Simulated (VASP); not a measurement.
MgS (distorted rocksalt), PBE single-point calculation: VASP's output and Ansatz's

POSCAR

```
Mg S
 1.0000000000000000
     0.0461000000000000    2.4491999999999998    2.5581999999999998
     2.6554000000000002   -0.0317000000000000    2.6360000000000001
     2.6604000000000001    2.5320000000000000   -0.0367000000000000
 Mg  S
   1   1
Cartesian
  5.3323467900000008  4.9245513899999995  5.1510384999999994
  2.8578688300000001  2.6602075299999997  2.6198326999999999
```

VASP ran with the recommended PBE PAW datasets (8 valence electrons in the cell).

From OUTCAR

```
k-points           NKPTS =    260   k-points in BZ     NKDIM =    260   number of bands    NBANDS=     11

   NELECT =       8.0000    total number of electrons

   dimension x,y,z NGX =    28 NGY =   28 NGZ =   28
   dimension x,y,z NGXF=    56 NGYF=   56 NGZF=   56

  energy-cutoff  :      520.00
  volume of cell :       34.52
      direct lattice vectors                 reciprocal lattice vectors
     0.046100000  2.449200000  2.558200000    -0.193299320  0.205959994  0.197198765
     2.655400000 -0.031700000  2.636000000     0.190230586 -0.197190645  0.185360682
     2.660400000  2.532000000 -0.036700000     0.189359796  0.193251121 -0.188429416

 k-points in reciprocal lattice and weights: KPOINTS created by Atomic Simulation Env
   0.00000000  0.00000000  0.00000000       0.002
   0.12500000  0.00000000 -0.00000000       0.004
   0.25000000  0.00000000 -0.00000000       0.004
   0.37500000  0.00000000 -0.00000000       0.004
   0.50000000  0.00000000 -0.00000000       0.002
   0.00000000  0.12500000  0.00000000       0.004
   0.12500000  0.12500000 -0.00000000       0.004
   0.25000000  0.12500000 -0.00000000       0.004
   ...

 E-fermi :   4.4584

 k-point     1 :       0.0000    0.0000    0.0000
  band No.  band energies     occupation
      1      -8.9098      2.00000
      2       3.5559      2.00000
      3       3.8719      2.00000
      4       4.0890      2.00000
      5       7.6821      0.00000
      6      11.4775      0.00000
      7      11.7071      0.00000
      8      12.4889      0.00000
      9      14.0902      0.00000
     10      14.8127      0.00000
     11      16.1981      0.00000

 k-point     2 :       0.1250    0.0000   -0.0000
  band No.  band energies     occupation
      1      -8.7433      2.00000
      2       2.9552      2.00000
      3       3.5205      2.00000
      4       3.7752      2.00000
      5       8.3840      0.00000
      6      11.7296      0.00000
      7      11.7833      0.00000
      8      12.2261      0.00000
      9      13.4715      0.00000
     10      13.9992      0.00000
     11      16.4374      0.00000

 k-point     3 :       0.2500    0.0000   -0.0000
  band No.  band energies     occupation
      1      -8.2908      2.00000
      2       1.1939      2.00000
      3       3.2988      2.00000
      4       3.4781      2.00000
      5       8.6598      0.00000
      6      11.3862      0.00000
      7      11.8033      0.00000
      8      12.4815      0.00000
      9      14.0271      0.00000
     10      14.4669      0.00000
     11      15.7024      0.00000

 k-point     4 :       0.3750    0.0000   -0.0000
  band No.  band energies     occupation
      1      -7.7324      2.00000
      2      -0.3075      2.00000
      3       3.0938      2.00000
      4       3.2522      2.00000
      5       8.2985      0.00000
      6      10.6845      0.00000
      7      11.1411      0.00000
      8      13.7737      0.00000
      9      15.2784      0.00000
     10      16.0568      0.00000
     11      16.7800      0.00000

 k-point     5 :       0.5000    0.0000   -0.0000
  band No.  band energies     occupation
      1      -7.4513      2.00000
      2      -0.9221      2.00000
      3       3.0079      2.00000
      4       3.1757      2.00000
      5       8.1307      0.00000
      6      10.4266      0.00000
      7      10.8802      0.00000
      8      13.8813      0.00000
      9      16.2467      0.00000
     10      18.0428      0.00000
     11      18.7617      0.00000

 k-point     6 :       0.0000    0.1250    0.0000
  band No.  band energies     occupation
      1      -8.7602      2.00000
      2       2.6162      2.00000
      3       3.7029      2.00000
      4       3.9887      2.00000
      5       8.4733      0.00000
      6      11.2648      0.00000
      7      11.9691      0.00000
      8      12.6373      0.00000
      9      13.5370      0.00000
     10      14.2248      0.00000
     11      16.7068      0.00000

 k-point     7 :       0.1250    0.1250   -0.0000
  band No.  band energies     occupation
      1      -8.7100      2.00000
      2       2.8404      2.00000
      3       3.4365      2.00000
      4       3.6191      2.00000
      5       8.8250      0.00000
      6      10.7504      0.00000
      7      12.3334      0.00000
      8      12.5316      0.00000
      9      12.8225      0.00000
     10      14.8421      0.00000
     11      17.2031      0.00000

 k-point     8 :       0.2500    0.1250   -0.0000
  band No.  band energies     occupation
      1      -8.3578      2.00000
      2       1.6817      2.00000
      3       3.0428      2.00000
      4       3.3202      2.00000
      5       9.2768      0.00000
      6      10.7393      0.00000
      7      11.0514      0.00000
      8      12.7872      0.00000
      9      13.8177      0.00000
     10      15.1904      0.00000
     11      17.0355      0.00000

 ...

  Total        1.0159451      2.8618768      0.2190045     -0.4704867      0.4575074     -0.1772564
  in kB       47.1495700    132.8184628     10.1639041    -21.8350850     21.2327222     -8.2263918
  external PRESSURE =      63.3773123 kB  Pullay stress =       0.0000000 kB

 POSITION                                       TOTAL-FORCE (eV/Angst)
 -----------------------------------------------------------------------------------
      5.33235      4.92455      5.15104         0.454721      1.247340      0.059669
      2.85787      2.66021      2.61983        -0.454721     -1.247340     -0.059669
 -----------------------------------------------------------------------------------
    total drift:                               -0.000067     -0.000015      0.000154

  FREE ENERGIE OF THE ION-ELECTRON SYSTEM (eV)
  ---------------------------------------------------
  free  energy   TOTEN  =        -8.2872523623 eV

  energy  without entropy=       -8.2872523623  energy(sigma->0) =       -8.28725236
```

The two codes use different PAW datasets and cutoffs. VASP's cell holds 8 valence electrons and Ansatz's 16. Ansatz's stress includes a Pulay correction; VASP's doesn't.

Q: What does Ansatz give for the same cell and level of theory?

A: gap between bands v and c on the k mesh 2.53 eV; least direct gap on the k mesh 3.60 eV; pressure 6.6 GPa; largest force 1.33 eV/Å.

Ansatz printed

```
SCF 1 converged in 6 iterations: F = -2828.531241 eV  dr2 = 5.90e-9
  greatest PAW one-centre occupation: 1.000 electrons in one spin orbital (limit 2), on the Mg atom at site 0 (counted from 0), in its partial waves of l = 0
SCF converged after 6 iterations
Free energy (F): -2828.531241 eV
Harris-Foulkes:  -2828.531241 eV  (|F-HF|=3.76e-9)
Internal energy: -2828.531241 eV  (E = F + TS)
E sigma→0 (E₀):  -2828.531241 eV
Fermi energy:    8.069431 eV
--- Per-component energies (eV) ---
  E_band       = -327.886183
  E_kinetic    = 186.553810
  E_local      = -1667.571711  (includes V_loc(G=0)·N_el)
  E_nonlocal   = 123.596267
  E_hartree    = 595.154547
  E_xc         = -128.265379
  E_vxc        = -127.721466  (∫ρ·V_xc dr)
  E_paw        = -892.841977  (= ΣΔE_a)
  E_vpaw       = -33.052362  (= ΣTr[D̂ρ^β])
  E_aug_tail   = -0.000002  (compensation charges beyond the density's cutoff)
  E_ewald      = -1045.156798
  E_smearing   = -0.000000  (= −TS)
  E_closure    = 0.000000  (closes the sum)
  Σ components = -2828.531241   (vs F -2828.531241, Δ=0.00e0)
--- Forces (eV/Å), atoms counted from 1 ---
  atom   1  Mg     0.45443177     1.24374990     0.05983636
  atom   2  S     -0.45444400    -1.24376150    -0.05983619
  max |Σ_I F_I| component: 1.22e-5 eV/Å
--- Stress (GPa, compression-positive) ---
        4.980276      -2.175131      -0.821724
       -2.175130      13.544296       2.122736
       -0.821724       2.122736       1.299184
  P = ⅓ Tr σ = 6.6079 GPa (66.079 kbar)
--- Band table (eV; the first three rows and the last of 260) ---
  k-point 0: bands = ["-67.9878", "-34.7470", "-34.7424", "-34.7301", "-6.1917", "6.2714", "6.5881", "6.8062", "10.4106", "14.1598", "14.3881", "15.1618"]
  k-point 1: bands = ["-67.9878", "-34.7473", "-34.7430", "-34.7305", "-6.0434", "5.3559", "6.3946", "6.6919", "11.2499", "13.9626", "14.5037", "15.4074"]
  k-point 2: bands = ["-67.9876", "-34.7480", "-34.7445", "-34.7313", "-5.6430", "3.6268", "6.1627", "6.4889", "11.7308", "14.1560", "14.6546", "15.2063"]
  k-point 259: bands = ["-67.9874", "-34.7548", "-34.7438", "-34.7307", "-4.8316", "1.7479", "5.8576", "5.9687", "11.1724", "13.3260", "13.8154", "16.7219"]
```
